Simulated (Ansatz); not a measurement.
SiO2 (started from an entry of an open crystallographic database), relaxed with r2SCAN in the plane-wave code Ansatz. The symmetry is P4_2/mnm (No. 136, tetragonal); conventional cell a = 4.185 Å, c = 2.669 Å, 7.79 Å³ an atom. Around Si lie 6 O at 1.76–1.81 Å; around O lie 3 Si at 1.76–1.81 Å.

The axes x, y and z are those of this cell:
```
CELL_PARAMETERS angstrom
4.18519 0.00000 0.00000
0.00000 4.18519 0.00000
0.00000 0.00000 2.66884
ATOMIC_POSITIONS crystal
Si 0.00000 0.00000 0.00000
Si 0.50000 0.50000 0.50000
O 0.30610 0.30610 0.00000
O 0.19390 0.80610 0.50000
O 0.69390 0.69390 0.00000
O 0.80610 0.19390 0.50000
```

Unstrained: PBE gives a direct gap of 5.555 eV at Γ. With r2SCAN the gap is 6.512 eV and direct, at Γ. With HSE06 the gap is 7.661 eV and direct, at Γ. Meshes: PBE 6×6×10, r2SCAN 6×6×10, HSE06 4×4×6. Strains are changes of length per length. After each strain the atoms were relaxed again with r2SCAN within the symmetry that the strain leaves, so tilts or polar shifts that break it weren't tested; points keep the names that they have in the unstrained zone. The values are computed, spin-unpolarised, and not measurements.

(1) Apply uniaxial +1.88 % along z, other directions held. How far does the gap move, against the unstrained cell?

(2) Apply uniaxial +4.74 % along y, other directions held. How far does the gap move, against the unstrained cell?

(3) Apply isotropic +4.46 % on every length. How far does the gap move, against the unstrained cell?

(4) Order the strained cells by their HSE06 gap, smallest first.
A. isotropic +4.46 % on every length
B. uniaxial +4.74 % along y, other directions held
C. uniaxial +1.88 % along z, other directions held

## Answers

(1) PBE: the gap goes from 5.555 to 5.150 eV (-0.405 eV); with r2SCAN the top three valence levels at Γ, grouped 1+2 from the top over 879 meV, become 1+2 over 846 meV. r2SCAN: the gap goes from 6.512 to 6.090 eV (-0.422 eV). HSE06: the gap goes from 7.661 to 7.230 eV (-0.431 eV). The r2SCAN energy rises by 6.3 meV an atom.

(2) PBE: the gap goes from 5.555 to 4.999 eV (-0.556 eV); with r2SCAN the top three valence levels at Γ, grouped 1+2 from the top over 879 meV, become 1+1+1 over 901 meV. r2SCAN: the gap goes from 6.512 to 5.923 eV (-0.589 eV). HSE06: the gap goes from 7.661 to 7.056 eV (-0.605 eV). The r2SCAN energy rises by 22.4 meV an atom.

(3) PBE: the gap goes from 5.555 to 3.579 eV (-1.976 eV); with r2SCAN the top three valence levels at Γ, grouped 1+2 from the top over 879 meV, become 1+2 over 722 meV. r2SCAN: the gap goes from 6.512 to 4.441 eV (-2.071 eV). HSE06: the gap goes from 7.661 to 5.535 eV (-2.126 eV). The r2SCAN energy rises by 119.1 meV an atom.

(4) A (5.54 eV), B (7.06 eV), C (7.23 eV).

The meshes of the hybrids are coarse, so their gaps aren't converged to the digits shown.

The splittings at Γ are without spin-orbit coupling, which regroups them where it is of like size or larger.
